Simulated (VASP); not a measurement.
Input of a VASP 6.6.1 run:

Contents of INCAR:

```
PREC = Accurate ; ENCUT = 600
EDIFF = 1E-6 ; ISMEAR = 0
SIGMA = 0.02 ; LREAL = False
LASPH = True ; NELM = 120
ALGO = Fast ; ISIF = 3
LWAVE = False ; LCHARG = False
GGA = PE ; IBRION = 2
NSW = 80 ; EDIFFG = -0.005
KPAR = 4
```

The input KPOINTS:

```
regular mesh
0
Gamma
  9 9 5
```

POSCAR

```
La2O3
1.0
    3.9307779000      0.0000000000      0.0000000000
   -1.9653889000      3.4041535000      0.0000000000
    0.0000000000      0.0000000000      6.1119535000
La O
2 3
Direct
    0.6666666700      0.3333333300      0.7537643200
    0.3333333300      0.6666666700      0.2462356800
    0.6666666700      0.3333333300      0.3541093500
    0.3333333300      0.6666666700      0.6458906500
    0.0000000000      0.0000000000      0.0000000000
```

Potentials or basis: VASP PAW PBE potentials, release 64 (La, O).

The run is started by

```bash
$ cat potpaw_PBE.64/La/POTCAR potpaw_PBE.64/O/POTCAR > POTCAR
$ mpirun -np 4 vasp_std > vasp.out
```

(1) Predict the relaxed volume.

(2) What does it give for the space group after relaxing (to 0.05 Å)?

(3) Predict the relaxed cell.

Results:

(1) 16.58 Å³/atom.

(2) P-3m1 (No. 164).

(3) a = 3.937 Å, b = 3.937 Å, c = 6.178 Å, α = 90.00°, β = 90.00°, γ = 120.00°.
